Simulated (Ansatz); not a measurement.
# Na3F4: what a guessed cell relaxes into

Where does this trial cell of Na3F4 go when cell and atoms are let free?

Program: Ansatz 0.2.0. Level of theory: DFT PBE, scalar-relativistic, plane waves, PAW. These are calculated values, not measurements.

## 1. The structure to begin with

It takes space group Im-3m (No. 229, cubic). The conventional cell has a = 6.158 Å, b = 6.158 Å, c = 6.158 Å, α = 90.00°, β = 90.00°, γ = 90.00°. Na (site symmetry 4/mmm) is surrounded by 8 F at 2.67 Å. Around F (site symmetry -3m) lie 6 Na at 2.67 Å.

Structure file:

```
Na F
1.0
    -3.07914    3.07914    3.07914
     3.07914   -3.07914    3.07914
     3.07914    3.07914   -3.07914
Na F
3 4
Direct
  0.00000 0.50000 0.50000
  0.50000 0.00000 0.50000
  0.50000 0.50000 0.00000
  0.50000 0.50000 0.50000
  0.00000 0.00000 0.50000
  0.00000 0.50000 0.00000
  0.50000 0.00000 0.00000
```

The cell is invented: random cell by space group and Wyckoff sites (Im-3m, No. 229). The dimensions are guesses.

## 2. Probe: one point on a coarse mesh

input.yaml

```yaml
crystal:
  lattice:
    - [-3.07913844, 3.07913844, 3.07913844]
    - [3.07913844, -3.07913844, 3.07913844]
    - [3.07913844, 3.07913844, -3.07913844]
  atoms:
    - { symbol: Na, position: [0.0, 0.5, 0.5] }
    - { symbol: Na, position: [0.5, 0.0, 0.5] }
    - { symbol: Na, position: [0.5, 0.5, 0.0] }
    - { symbol: F, position: [0.5, 0.5, 0.5] }
    - { symbol: F, position: [0.0, 0.0, 0.5] }
    - { symbol: F, position: [0.0, 0.5, 0.0] }
    - { symbol: F, position: [0.5, 0.0, 0.0] }
basis:
  ecutwfc: 420
kpoints:
  mp_grid: { grid: [4, 4, 4] }
hamiltonian:
  xc: pbe
scf:
  occupations: { method: gaussian, width: 0.1 }
  lower_state_search: "off"
output:
  forces: true
  stress: true
  eigenvalues: true
```

Started as:

```
ansatz run input.yaml --threads 1 --pin off --max-ram 2048MiB --backend cpu --events-out ev --progress --plain --runs-dir out
```

The program printed, shortened:

```text
[...]
SCF converged after 6 iterations
Free energy (F): -7696.208869 eV
[...]
E sigma→0 (E₀):  -7696.177196 eV
Entropy (-TS):   -0.063345 eV (-9.049 meV/atom)
Fermi energy:    -1.319608 eV
[...]
--- Forces (eV/Å), atoms counted from 1 ---
  atom   1  Na    -0.00000000    -0.00000000    -0.00000000
  atom   2  Na     0.00000000    -0.00000000     0.00000000
  atom   3  Na     0.00000000    -0.00000000     0.00000000
  atom   4  F      0.00000000     0.00000000     0.00000000
  atom   5  F      0.00000000     0.00000000    -0.00000000
  atom   6  F      0.00000000    -0.00000000     0.00000000
  atom   7  F      0.00000000    -0.00000000    -0.00000000
[...]
--- Stress (GPa, compression-positive) ---
       -5.643744       0.000000       0.000000
       -0.000000      -5.643744       0.000000
        0.000000       0.000000      -5.643744
  P = ⅓ Tr σ = -5.6437 GPa (-56.437 kbar)
--- Band table (eV; the first three rows and the last of 8) ---
[...]
```

Wall time 1.7 s (1 thread of Arm Neoverse V1, shared host); peak memory 0.32 GiB.

From the probe: pressure -5.6 GPa, largest force 0.00 eV/Å, gap on this mesh none (metal). A cheap, loose relaxation comes first.

## 3. Spin check on a coarse mesh

input.yaml, as its differences from that of step 2:

```diff
@@ -9,6 +9,6 @@
     - { symbol: Na, position: [0.5, 0.5, 0.0] }
-    - { symbol: F, position: [0.5, 0.5, 0.5] }
-    - { symbol: F, position: [0.0, 0.0, 0.5] }
-    - { symbol: F, position: [0.0, 0.5, 0.0] }
-    - { symbol: F, position: [0.5, 0.0, 0.0] }
+    - { symbol: F, position: [0.5, 0.5, 0.5], spin: 1.0 }
+    - { symbol: F, position: [0.0, 0.0, 0.5], spin: 1.0 }
+    - { symbol: F, position: [0.0, 0.5, 0.0], spin: 1.0 }
+    - { symbol: F, position: [0.5, 0.0, 0.0], spin: 1.0 }
 basis:
@@ -26 +26,4 @@
   eigenvalues: true
+  populations: true
+magnetization:
+  spin_polarized: true
```

Started as:

```
ansatz run input.yaml --threads 1 --pin off --max-ram 2048MiB --backend cpu --events-out ev --progress --plain --runs-dir out
```

The program printed, shortened:

```text
[...]
SCF converged after 15 iterations
Magnetization: 1.0000 μB (28.0000 up, 27.0000 down)
Absolute magnetization: 1.0554 μB (∫|ρ↑−ρ↓|, with the PAW one-centre terms)
Spin contamination: 0.0018 ħ² per cell (⟨S²⟩ above its minimum at these occupations)
[...]
Free energy (F): -7696.307548 eV
[...]
E sigma→0 (E₀):  -7696.289524 eV
Entropy (-TS):   -0.036048 eV (-5.150 meV/atom)
Fermi energy:    -1.101205 eV
[...]
--- Forces (eV/Å), atoms counted from 1 ---
  atom   1  Na     0.00000000    -0.00000000    -0.00000000
  atom   2  Na     0.00000000    -0.00000000    -0.00000000
  atom   3  Na     0.00000000     0.00000000    -0.00000000
  atom   4  F      0.00000000    -0.00000000     0.00000000
  atom   5  F      0.00000000     0.00000000    -0.00000000
  atom   6  F      0.00000000    -0.00000000     0.00000000
  atom   7  F      0.00000000    -0.00000000    -0.00000000
[...]
--- Stress (GPa, compression-positive) ---
       -5.558175       0.000000      -0.000000
       -0.000000      -5.558175       0.000000
        0.000000      -0.000000      -5.558175
  P = ⅓ Tr σ = -5.5582 GPa (-55.582 kbar)
--- Band table (eV; the first three rows and the last of 16) ---
[...]
--- Löwdin populations: 7 sites ---
  site symbol       q [e]    m [muB]
     0     Na      8.1903    -0.0060
     1     Na      8.1903    -0.0060
     2     Na      8.1903    -0.0060
     3      F      7.5738     0.2577
     4      F      7.5738     0.2577
     5      F      7.5738     0.2577
     6      F      7.5738     0.2577
  spilling = 0.002433 (of n_electrons = 55.000000)
```

Wall time 6.4 s (1 thread of Arm Neoverse V1, shared host); peak memory 0.35 GiB.

Per atom:

```tsv
atom	moment in the atom's sphere (μB)	Löwdin electrons
Na1	0.00	8.19
Na2	0.00	8.19
Na3	0.00	8.19
F4	0.25	7.57
F5	0.25	7.57
F6	0.25	7.57
F7	0.25	7.57
```

The same cell is solved with trial moments on F. The largest site moment that stays is 0.25 μB and the cell's total 1.00 μB. The workflow keeps spin only above 0.25 μB on a site, so spin is kept from here on.

## 4. A loose first relaxation

input.yaml, as its differences from that of step 3:

```diff
@@ -29 +29,6 @@
   spin_polarized: true
+relax:
+  adjacent_minimum: "off"
+  f_tol: 0.04
+  max_steps: 70
+  cell: { stress_tol: 0.4 }
```

Started as:

```
ansatz run input.yaml --threads 1 --pin off --max-ram 2048MiB --backend cpu --events-out ev --progress --plain --runs-dir out
```

The program printed:

```text
Warning: RAYON_NUM_THREADS=1 ignored (pool sized by the plan → 1); use --threads N
Engine: ansatz 0.2.0, aarch64-unknown-linux-gnu
Pseudopotentials: kind: paw
Pseudopotential: Na, paw, valence charge 9, recommended cutoff 420 eV (normal), Na.paw.azcp
Pseudopotential: F, paw, valence charge 7, recommended cutoff 420 eV (normal), F.paw.azcp
Functional definition: PBE
  parameter kappa = 0.804
  parameter beta = 0.06672455060314922
  exchange = pbe_x(kappa = kappa, mu = beta*pi^2/3)
  correlation = pbe_c(beta = beta)
Crystal: 7 atoms, lattice volume = 116.774 Å³
Basis set: ecut = 420 eV, 2243 PW (Γ), exchange–correlation on 72×72×72 points (8 copies of the dense FFT grid, shifted against one another)
Bands: 37, of which v1, the nominal top of the filled ones, is band 28 counted from 1 (27 counted from 0)
Symmetry: 48 space group operations
Space group: Im-3m (ITA 229), of the structure as read, at distance tolerance 4.9e-5 Å
Magnetic group: BNS 229.140 (UNI 1642), of the structure as read, at distance tolerance 4.9e-5 Å
k-points: 8 of 64
Non-local potential: Na, projectors of the file, l = 0: 3, l = 1: 2, l = 2: 1
Non-local potential: F, projectors of the file, l = 0: 2, l = 1: 2, l = 2: 1
PAW form: soft (Blöchl's): semilocal exchange-correlation on the pseudo side does not see the compensation charge
PAW one-centre angular grid: Na, 110 points (default); XC on 64 Gauss nodes
PAW one-centre angular grid: F, 110 points (default); XC on 64 Gauss nodes
Initial density: superposition of atomic densities (chi_scale 0.1, normalization cell, long waves kept (reshape's long-wave potential 0.04 eV rms))
Starting moments: Σ|m| = 4 μB on 4 of 7 sites
Initial wavefunctions: pseudopotential atomic-orbital guess
Functional: x = pbe(κ = 0.804, μ = 0.2195149727645171), c = pbe(β = 0.06672455060314922)
SCF iter   1: F=—  HF=-7705.649548 eV  |F-HF|=—  |Δ(HF+E_count)|=         —  Δρ=1.21e-1 (↑1.21e-1 ↓6.23e-2)  dr2=2.79e1  dr2_m=2.00e0  M=1.000 μB ∫|m|=1.719 μB  β_m=0.30  ethr=3.10e-3  ⟨swp⟩=6.8  Hψ=2332  notcnv=0  defer=2
preconditioner: auto → Kerker (q_TF=auto, 2.407 Å⁻¹)  [metal: Δε(μ)=0.019 eV  Ē_g=8.885 eV  σ=0.100 eV  W_gap=0.11  n_scr=18 (ndim 8)  ℏωp=16.5 eV  f_vac=0.077  D(μ)=5.50/eV (n_scr^D=54)]
spin=Collinear: Kerker preconditioning applied to the charge; magnetization (m = ρ↑ − ρ↓) channel mixes plain (no charge-response kernel on spin).
SCF iter   2: F=—  HF=-7699.540354 eV  |F-HF|=—  |Δ(HF+E_count)|=    6.11e0  Δρ=6.27e-2 (↑6.27e-2 ↓3.93e-2)  dr2=7.92e0  dr2_m=1.16e0  M=1.000 μB ∫|m|=1.460 μB  β_m=0.30  ethr=3.10e-3  ⟨swp⟩=3.0  Hψ=1286  notcnv=0  defer=52
SCF iter   3: F=—  HF=-7697.250351 eV  |F-HF|=—  |Δ(HF+E_count)|=    2.29e0  Δρ=3.51e-2 (↑2.76e-2 ↓3.51e-2)  dr2=2.20e0  dr2_m=6.62e-1  M=1.000 μB ∫|m|=1.305 μB  β_m=0.30  ethr=3.10e-3  ⟨swp⟩=3.2  Hψ=1250  notcnv=0  defer=52
SCF iter   4: F=—  HF=-7696.323066 eV  |F-HF|=—  |Δ(HF+E_count)|=   9.27e-1  Δρ=2.40e-2 (↑1.81e-2 ↓2.40e-2)  dr2=4.25e-1  dr2_m=3.64e-1  M=1.000 μB ∫|m|=1.212 μB  β_m=0.30  ethr=3.10e-3  ⟨swp⟩=2.9  Hψ=1249  notcnv=0  defer=56
SCF iter   5: F=—  HF=-7696.243333 eV  |F-HF|=—  |Δ(HF+E_count)|=   7.97e-2  Δρ=1.71e-2 (↑1.71e-2 ↓1.20e-2)  dr2=1.64e-1  dr2_m=2.01e-1  M=1.000 μB ∫|m|=1.172 μB  β_m=0.30  ethr=7.73e-4  ⟨swp⟩=3.1  Hψ=1086  notcnv=0  defer=56
SCF iter   6: F=—  HF=-7696.252913 eV  |F-HF|=—  |Δ(HF+E_count)|=   9.58e-3  Δρ=1.17e-2 (↑1.17e-2 ↓9.52e-3)  dr2=4.39e-2  dr2_m=1.12e-1  M=1.000 μB ∫|m|=1.136 μB  β_m=0.30  ethr=2.99e-4  ⟨swp⟩=2.2  Hψ=712  notcnv=0  defer=56
SCF iter   7: F=—  HF=-7696.274899 eV  |F-HF|=—  |Δ(HF+E_count)|=   2.20e-2  Δρ=9.80e-3 (↑5.77e-3 ↓9.80e-3)  dr2=2.58e-2  dr2_m=6.12e-2  M=1.000 μB ∫|m|=1.113 μB  β_m=0.30  ethr=7.98e-5  ⟨swp⟩=2.4  Hψ=965  notcnv=0  defer=56
Mixer restart at iter 7: flushing history
spin-set hold released at iteration 7 (site moments contracting): the magnetisation degrees of freedom join the quasi-Newton model from the next iteration; the mixer history was flushed
SCF iter   8: F=—  HF=-7696.284041 eV  |F-HF|=—  |Δ(HF+E_count)|=   9.14e-3  Δρ=6.67e-3 (↑4.93e-3 ↓6.67e-3)  dr2=1.30e-2  dr2_m=3.42e-2  M=1.000 μB ∫|m|=1.100 μB  β_m=0.65  ethr=4.70e-5  ⟨swp⟩=1.5  Hψ=590  notcnv=0  defer=56
SCF iter   9: F=—  HF=-7696.302804 eV  |F-HF|=—  |Δ(HF+E_count)|=   1.88e-2  Δρ=1.33e-3 (↑5.55e-4 ↓1.33e-3)  dr2=4.40e-3  dr2_m=5.66e-4  M=1.000 μB ∫|m|=1.063 μB  β_m=0.67  ethr=2.36e-5  ⟨swp⟩=2.0  Hψ=845  notcnv=0  defer=56
SCF iter  10: F=—  HF=-7696.305090 eV  |F-HF|=—  |Δ(HF+E_count)|=   2.29e-3  Δρ=3.66e-4 (↑3.66e-4 ↓3.62e-4)  dr2=1.91e-3  dr2_m=1.84e-5  M=1.000 μB ∫|m|=1.056 μB  β_m=0.84  ethr=8.01e-6  ⟨swp⟩=2.0  Hψ=685  notcnv=0  defer=56
SCF iter  11: F=—  HF=-7696.307413 eV  |F-HF|=—  |Δ(HF+E_count)|=   2.32e-3  Δρ=1.93e-4 (↑1.90e-4 ↓1.93e-4)  dr2=2.12e-4  dr2_m=1.61e-5  M=1.000 μB ∫|m|=1.055 μB  β_m=0.92  ethr=3.47e-6  ⟨swp⟩=2.0  Hψ=791  notcnv=0  defer=56
SCF iter  12: F=—  HF=-7696.307572 eV  |F-HF|=—  |Δ(HF+E_count)|=   1.59e-4  Δρ=7.15e-5 (↑7.07e-5 ↓7.15e-5)  dr2=3.24e-5  dr2_m=8.64e-7  M=1.000 μB ∫|m|=1.055 μB  β_m=0.93  ethr=3.86e-7  ⟨swp⟩=3.0  Hψ=1040  notcnv=0  defer=56
SCF iter  13: F=—  HF=-7696.307548 eV  |F-HF|=—  |Δ(HF+E_count)|=   2.41e-5  Δρ=2.55e-5 (↑2.55e-5 ↓2.50e-5)  dr2=3.29e-6  dr2_m=1.33e-7  M=1.000 μB ∫|m|=1.056 μB  β_m=0.96  ethr=5.88e-8  ⟨swp⟩=2.1  Hψ=923  notcnv=0  defer=56
SCF iter  14: F=—  HF=-7696.307548 eV  |F-HF|=—  |Δ(HF+E_count)|=   1.23e-8  Δρ=1.10e-5 (↑5.33e-6 ↓1.10e-5)  dr2=2.15e-7  dr2_m=4.02e-8  M=1.000 μB ∫|m|=1.055 μB  β_m=0.98  ethr=5.99e-9  ⟨swp⟩=2.4  Hψ=868  notcnv=0  defer=56
SCF iter  15: F=-7696.307548 eV  HF=-7696.307548 eV  |F-HF|=6.61e-9  |Δ(HF+E_count)|=   8.79e-8  Δρ=9.61e-7 (↑9.61e-7 ↓9.58e-7)  dr2=2.45e-9  dr2_m=2.40e-10  M=1.000 μB ∫|m|=1.055 μB  ethr=1.82e-10  ⟨swp⟩=9.5  Hψ=2702  notcnv=0
SCF 1 converged in 15 iterations: F = -7696.307548 eV  dr2 = 2.45e-9
relax step   1: F+E_penalty+E_count = -7696.30754815 eV  Δ(F+E_penalty+E_count) = +0.000e0 eV  max|allowed force component| = 2.067e-29 eV/Å  Δτ_max = 0.0000 Å  P = -5.558 GPa  Ω = 116.774 Å³  (15 SCF iters, dr2 threshold 1.00e-7 eV, accepted)
[... from here on, the SCF cycles and remarks between the steps are left out ...]
relax step   2: F+E_penalty+E_count = -7696.79323646 eV  Δ(F+E_penalty+E_count) = -4.857e-1 eV  max|allowed force component| = 2.382e-29 eV/Å  Δτ_max = 0.0000 Å  P = -2.829 GPa  Ω = 100.515 Å³  energy of the carried Pulay correction = +4.438e-2 eV  (10 SCF iters, dr2 threshold 7.00e-7 eV, accepted)
relax step   3: F+E_penalty+E_count = -7696.90118693 eV  Δ(F+E_penalty+E_count) = -1.080e-1 eV  max|allowed force component| = 1.571e-29 eV/Å  Δτ_max = 0.0000 Å  P = +1.644 GPa  Ω = 87.887 Å³  energy of the carried Pulay correction = +8.374e-2 eV  (10 SCF iters, dr2 threshold 7.00e-7 eV, accepted)
relax step   4: F+E_penalty+E_count = -7696.90477761 eV  Δ(F+E_penalty+E_count) = -3.591e-3 eV  max|allowed force component| = 1.223e-28 eV/Å  Δτ_max = 0.0000 Å  P = -0.252 GPa  Ω = 92.141 Å³  energy of the carried Pulay correction = +6.995e-2 eV  (8 SCF iters, dr2 threshold 7.00e-7 eV, accepted)
relax step   5: F+E_penalty+E_count = -7696.88651502 eV  Δ(F+E_penalty+E_count) = +1.826e-2 eV  max|allowed force component| = 1.211e-28 eV/Å  Δτ_max = 0.0000 Å  P = -0.752 GPa  Ω = 92.141 Å³  stress off target by 7.52e-1 GPa  SCF on the basis re-selected at this cell (its energy is not comparable with the rows above)  (6 SCF iters)
relax step   6: F+E_penalty+E_count = -7696.89601305 eV  Δ(F+E_penalty+E_count) = -9.498e-3 eV  max|allowed force component| = 1.777e-29 eV/Å  Δτ_max = 0.0000 Å  P = +0.085 GPa  Ω = 90.342 Å³  energy of the carried Pulay correction = +5.690e-3 eV  (7 SCF iters, dr2 threshold 7.00e-7 eV, accepted)
relax step   7: F+E_penalty+E_count = -7696.89139403 eV  Δ(F+E_penalty+E_count) = +4.619e-3 eV  max|allowed force component| = 2.654e-29 eV/Å  Δτ_max = 0.0000 Å  P = -0.013 GPa  Ω = 90.342 Å³  stress off target by 1.34e-2 GPa  SCF on the basis re-selected at this cell (its energy is not comparable with the rows above)  (5 SCF iters)
basis re-selected at this cell: Δ(F+E_penalty+E_count) = +4.619e-3 eV, ΔP = -0.098 GPa vs the last step (what re-selecting the basis moved, of the pressure what is left beyond the Pulay correction that the steps carried, after the strain that the cell walked since its last selection, with what the two solves' SCF thresholds leave and, on support functions, any second-order correction that the steps lacked; it is no measure of the basis error at this ecutwfc). This SCF's stress stands 1.34e-2 GPa from its target on what of the cell is left free (relax.cell.stress_tol is 4.00e-1 GPa) and its largest allowed force component is 2.65e-29 eV/Å (relax.f_tol is 4.00e-2 eV/Å): within both
SCF converged after 5 iterations
Magnetization: 1.0000 μB (28.0000 up, 27.0000 down)
Absolute magnetization: 1.0502 μB (∫|ρ↑−ρ↓|, with the PAW one-centre terms)
Spin contamination: 0.0015 ħ² per cell (⟨S²⟩ above its minimum at these occupations)
Per-site moments (μB) at R_I (Å): [(-0.0018519782615771562, 1.0097885714323098), (-0.001851978261576902, 1.0097885714323098), (-0.001851978261577047, 1.0097885714323098), (0.2518690841805182, 1.0097885714323098), (0.25186908418051807, 1.0097885714323098), (0.25186908418051807, 1.0097885714323098), (0.2518690841805185, 1.0097885714323098)]
Free energy (F): -7696.891394 eV
Harris-Foulkes:  -7696.891394 eV  (|F-HF|=6.15e-9)
Internal energy: -7696.860177 eV  (E = F + TS)
E sigma→0 (E₀):  -7696.875785 eV
Entropy (-TS):   -0.031217 eV (-4.460 meV/atom)
Fermi energy:    0.521596 eV
--- Per-component energies (eV) ---
  E_band       = -795.596901
  E_kinetic    = 1186.060711
  E_local      = -5842.517552  (includes V_loc(G=0)·N_el)
  E_nonlocal   = 640.038712
  E_hartree    = 2081.319817
  E_xc         = -437.179006
  E_vxc        = -560.453920  (∫ρ·V_xc dr)
  E_paw        = -1589.847422  (= ΣΔE_a)
  E_vpaw       = -381.371502  (= ΣTr[D̂ρ^β])
  E_aug_tail   = 0.008655  (compensation charges beyond the density's cutoff)
  E_ewald      = -3734.744092
  E_smearing   = -0.031217  (= −TS)
  E_closure    = 0.000000  (closes the sum)
  Σ components = -7696.891394   (vs F -7696.891394, Δ=0.00e0)
--- Forces (eV/Å), atoms counted from 1 ---
  atom   1  Na    -0.00000000    -0.00000000    -0.00000000
  atom   2  Na     0.00000000     0.00000000     0.00000000
  atom   3  Na     0.00000000     0.00000000    -0.00000000
  atom   4  F      0.00000000     0.00000000     0.00000000
  atom   5  F      0.00000000     0.00000000    -0.00000000
  atom   6  F      0.00000000    -0.00000000     0.00000000
  atom   7  F      0.00000000    -0.00000000    -0.00000000
  max |Σ_I F_I| component: 9.75e-29 eV/Å
--- Stress (GPa, compression-positive) ---
       -0.013427       0.000000      -0.000000
       -0.000000      -0.013427       0.000000
        0.000000      -0.000000      -0.013427
  P = ⅓ Tr σ = -0.0134 GPa (-0.134 kbar)
--- Band table (eV; the first three rows and the last of 16) ---
  k-point 0 ↑: bands = ["-47.3287", "-47.2943", "-47.2943", "-19.5509", "-19.3838", "-19.3838", "-19.3838", "-19.1823", "-19.1823", "-19.1823", "-19.1324", "-19.1324", "-19.1324", "-19.1095", "-19.1095", "-19.1095", "-1.4006", "-1.4006", "-1.4006", "-1.3830", "-1.3830", "-1.3830", "-0.0753", "-0.0753", "-0.0753", "0.1546", "0.2441", "0.2441", "7.1031", "12.6142", "13.2217", "13.2217", "15.6959", "15.6959", "15.6959", "16.6670", "16.6670"]
[... 3 lines left out ...]
--- Relaxed structure (5 steps of the walk, 5 accepted, 2 SCFs on fresh bases) ---
  F+E_penalty+E_count = -7696.89139403 eV   max|allowed force component| = 2.654e-29 eV/Å   (the final SCF, on the basis selected at the relaxed cell)
  cell:  # Å, volume = 90.3416 Å³
    - [-2.826674926259645, 2.826674926259645, 2.826674926259645]
    - [2.826674926259645, -2.826674926259645, 2.826674926259645]
    - [2.826674926259645, 2.826674926259645, -2.826674926259645]
  atoms:
    - { symbol: Na, position: [-3.494128168786414e-34, 0.5, 0.5] }
    - { symbol: Na, position: [0.5, 1.7655557316021103e-34, 0.5] }
    - { symbol: Na, position: [0.5, 0.5, -3.7861347111951764e-35] }
    - { symbol: F, position: [0.5, 0.5, 0.5] }
    - { symbol: F, position: [0.0, 0.0, 0.5] }
    - { symbol: F, position: [0.0, 0.5, 0.0] }
    - { symbol: F, position: [0.5, 0.0, 0.0] }
--- Löwdin populations: 7 sites ---
  site symbol       q [e]    m [muB]
     0     Na      8.1996    -0.0056
     1     Na      8.1996    -0.0056
     2     Na      8.1996    -0.0056
     3      F      7.5701     0.2571
     4      F      7.5701     0.2571
     5      F      7.5701     0.2571
     6      F      7.5701     0.2571
  spilling = 0.002200 (of n_electrons = 55.000000)
```

Wall time 31 s (1 thread of Arm Neoverse V1, shared host); peak memory 0.36 GiB.

Step by step:

```
step  E - E(step 1) (eV/cell)  largest force component (eV/Å)  pressure (GPa)  volume (Å³)
   1                   0.0000                          0.0000           -5.56       116.77
   2                  -0.4857                          0.0000           -2.83       100.52
   3                  -0.5936                          0.0000            1.64        87.89
   4                  -0.5972                          0.0000           -0.25        92.14
   5                  -0.5790                          0.0000           -0.75        92.14
   6                  -0.5885                          0.0000            0.08        90.34
   7                  -0.5838                          0.0000           -0.01        90.34
```

Step 1 is the start. Steps 5, 7 each repeat the geometry before them on a plane-wave basis chosen anew, so the energy can jump there without any move.

Lengths and angles in the start's conventional setting:

|  | before | after | change |
| --- | --- | --- | --- |
| a (Å) | 6.158 | 5.653 | -8.2 % |
| b (Å) | 6.158 | 5.653 | -8.2 % |
| c (Å) | 6.158 | 5.653 | -8.2 % |
| volume (Å³/atom) | 16.68 | 12.91 | -22.6 % |
| shortest distance (Å) | 2.667 | 2.448 | -8.2 % |
| space group (0.01 Å) | Im-3m | Im-3m | same |

The run keeps the 48 symmetry operations of the start, so it could not have lowered the symmetry.

By site:

```tsv
atom	moment in the atom's sphere (μB)	Löwdin electrons
Na1	0.00	8.20
Na2	0.00	8.20
Na3	0.00	8.20
F4	0.25	7.57
F5	0.25	7.57
F6	0.25	7.57
F7	0.25	7.57
```

[end of part 1 of 2]
